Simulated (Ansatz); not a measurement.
Input of an Ansatz 0.2.0 run:

input.yaml

```yaml
crystal:
  lattice:
    - [2.7036817444, 0.0, 0.0]
    - [0.0, 2.7036817444, 0.0]
    - [0.0, 0.0, 2.7036817444]
  atoms:
    - { symbol: As, position: [0.5, 0.5, 0.5] }
hamiltonian:
  xc: pbe
  pseudopotentials: { kind: paw }
kpoints:
  mp_grid: { grid: [10, 10, 10] }
scf:
  occupations: { method: gaussian, width: 0.017 }
output:
  forces: true
  stress: true
  eigenvalues: true
```

Potentials or basis: Ansatz PAW.

Run with:

```bash
$ ansatz run input.yaml --threads 2 --pin off --max-ram 5632MiB --backend cpu --events-out ev --progress --plain --runs-dir out
```

Question: Estimate the band gap on the k mesh.

Answer: None (metal or under the smearing width).

Question: Predict the pressure.

Answer: 2.3 GPa.
